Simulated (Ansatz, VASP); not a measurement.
# AlN: VASP beside Ansatz

The input INCAR:

```
SYSTEM = AlN
PREC = Accurate
ENCUT = 520
EDIFF = 1E-7
ISMEAR = 0
SIGMA = 0.05
LREAL = .FALSE.
LASPH = .TRUE.
NELM = 60
ALGO = Normal
ISIF = 2
LWAVE = .FALSE.
LCHARG = .FALSE.
GGA = PE
NBANDS = 11
```

File KPOINTS:

```
Automatic mesh
0
G
  10 10 10
  0 0 0
```

The input POSCAR:

```
AlN
1.0
    0.0000000000      2.0040002300      1.9734824600
    2.0040002300      0.0000000000      1.9734824600
    2.0040002300      2.0040002300      0.0000000000
Al N
1 1
Direct
    0.5000000000      0.5000000000      0.5000000000
    0.0000000000      0.0000000000      0.0000000000
```

Input for Ansatz:

```yaml
crystal:
  lattice:
    - [0.0, 2.00400023, 1.97348246]
    - [2.00400023, 0.0, 1.97348246]
    - [2.00400023, 2.00400023, 0.0]
  atoms:
    - { symbol: Al, position: [0.5, 0.5, 0.5] }
    - { symbol: "N", position: [0.0, 0.0, 0.0] }
basis:
  ecutwfc: 420
kpoints:
  mp_grid: { grid: [10, 10, 10] }
hamiltonian:
  xc: pbe
scf:
  occupations: { method: gaussian, width: 0.05 }
output:
  forces: true
  stress: true
  eigenvalues: true
  write_density: true
  write_potential: true
  elf: true
  volumetric_format: npy
```

Change from the starting cell: strain -0.015 along x and y, -0.030 along z, atoms carried along.

Alike in both runs: task single point; functional PBE; k mesh 10 × 10 × 10; occupations gaussian, width 0.05 eV; no spin polarisation.

|  | VASP | Ansatz |
| --- | --- | --- |
| version | VASP 6.6.1 | Ansatz 0.2.0 |
| potentials or method | VASP PAW PBE potentials, release 64 (Al, N) | scalar-relativistic, plane waves, PAW |
| plane-wave cutoff (eV) | 520 | 420 |
| valence electrons in the cell | 8 | 8 |

```tsv
	VASP	Ansatz	Ansatz less VASP
gap on the k mesh at the Fermi level (eV)	4.88	4.91	+0.025
least direct gap on the mesh (eV)	6.25	6.24	-0.015
pressure (GPa)	17.4	17.7	+0.32
largest component of the traceless stress (GPa)	3.84	3.85	+0.009
```

Caveats: so large a pressure means that the cell lies far from this level's equilibrium, or that cutoff or potentials fall short (VASP). A k mesh can miss the band edges.
